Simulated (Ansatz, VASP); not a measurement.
# TiC in VASP and in Ansatz

```
CELL_PARAMETERS angstrom
0.00000 2.16627 2.16627
2.16627 0.00000 2.16627
2.16627 2.16627 0.00000
ATOMIC_POSITIONS crystal
Ti 0.00000 0.00000 0.00000
C 0.50000 0.50000 0.50000
```

Alike in both runs: functional PBE; k mesh 14 × 14 × 14; occupations gaussian, width 0.1 eV; no spin polarisation.

Ansatz relaxed the structure, and its values are those at the end. VASP's run is a single point on that final structure, the one shown.

```csv
,VASP,Ansatz
version,VASP 6.6.1,Ansatz 0.2.0
potentials or method,"VASP PAW PBE potentials, release 64 (Ti_sv, C)","scalar-relativistic, plane waves, PAW"
plane-wave cutoff (eV),520,420
valence electrons in the cell,16,16
```

Ansatz gave:

- gap on the k mesh at the Fermi level (eV): none
- pressure (GPa): 0.0

Task: Which values does VASP return?

Result: gap on the k mesh at the Fermi level (eV): none; pressure (GPa): 0.3.

A gap of «none» marks a metal or a gap that the smearing closes. With one functional, cell and mesh, what is left measures potentials, basis and numerics.
